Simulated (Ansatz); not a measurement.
# MoP: the cost of one run

Computed with Ansatz 0.2.0 (DFT PBE, scalar-relativistic, plane waves, PAW, unless a step's input says otherwise).

2 further runs of the same task are left out: 1 for a known fault of the program, 1 set aside as unsound or not needed. Runs told in other sessions of the task aren't counted.

## 1. The system as given

The structure is hexagonal, space group P-6m2 (No. 187). Conventional cell: a = 3.241 Å, b = 3.241 Å, c = 3.195 Å, α = 90.00°, β = 90.00°, γ = 120.00°. Around Mo (site symmetry -6m2) lie 6 P at 2.46 Å. P (site symmetry -6m2) is surrounded by 6 Mo at 2.46 Å.

As a file:

```
CELL_PARAMETERS angstrom
3.24104 0.00000 0.00000
-1.62052 2.80683 0.00000
0.00000 0.00000 3.19523
ATOMIC_POSITIONS crystal
Mo 0.00000 0.00000 0.00000
P 0.33333 0.66667 0.50000
```

This cell was relaxed beforehand with the same method: volume 14.53 Å³/atom, gap on the mesh none (metal).

The bulk reference comes from a run made before at the same settings: -2856.5338 eV/atom.

## 2. The (101) slab

Planes are indexed in the bulk's conventional cell (P-6m2 (No. 187)), a = 3.241 Å, b = 3.241 Å, c = 3.195 Å, α = 90.00°, β = 90.00°, γ = 120.00°.

The slab is a (101) slab, 12.3 Å thick as cut, with 15 Å of vacuum; its outer planes are P (top) and Mo (bottom).

The slab as cut. Layers, bottom to top:

```csv
plane,atoms per cell,height over the lowest (Å)
1,Mo,0.00
2,P,1.76
3,Mo,2.11
4,P,3.87
5,Mo,4.22
6,P,5.97
7,Mo,6.33
8,P,8.08
9,Mo,8.43
10,P,10.19
11,Mo,10.54
12,P,12.30
```

## 3. Single point on the unrelaxed (101) slab

A dipole layer in the vacuum cancels the field that periodic copies would set up if the slab's two faces differ.

input.yaml

```yaml
crystal:
  lattice:
    - [3.2410431082, 0.0, 0.0]
    - [-1.6205215541, 4.2529688137, 0.0]
    - [0.0, 0.0, 27.3010364731]
  atoms:
    - { symbol: Mo, position: [0.7177792443, 0.4355584886, 0.2747148449] }
    - { symbol: P, position: [0.1492619479, 0.2985238958, 0.3390820321] }
    - { symbol: Mo, position: [0.4355584886, 0.8711169772, 0.3519554695] }
    - { symbol: P, position: [0.8670411922, 0.7340823844, 0.4163226567] }
    - { symbol: Mo, position: [0.1533377329, 0.3066754658, 0.4291960941] }
    - { symbol: P, position: [0.5848204365, 0.169640873, 0.4935632813] }
    - { symbol: Mo, position: [0.8711169772, 0.7422339545, 0.5064367187] }
    - { symbol: P, position: [0.3025996808, 0.6051993616, 0.5708039059] }
    - { symbol: Mo, position: [0.5888962215, 0.1777924431, 0.5836773433] }
    - { symbol: P, position: [0.0203789251, 0.0407578503, 0.6480445305] }
    - { symbol: Mo, position: [0.3066754658, 0.6133509317, 0.6609179679] }
    - { symbol: P, position: [0.7381581694, 0.4763163389, 0.7252851551] }
basis:
  ecutwfc: 420
kpoints:
  mp_grid: { grid: [11, 8, 1] }
hamiltonian:
  xc: pbe
scf:
  occupations: { method: gaussian, width: 0.1 }
output:
  forces: true
  stress: true
  eigenvalues: true
efield:
  axis: 3
  dipole_correction: true
  ramp_width: 0.04
```

Run with:

```console
$ ansatz run input.yaml --threads 1 --pin off --max-ram 2560MiB --backend cpu --events-out ev --progress --plain --runs-dir out
```

Q: Estimate wall time and peak memory on 1 thread of Intel Xeon 6975P-C (Granite Rapids), shared host.

About 65 s, with a peak of 1 GiB.
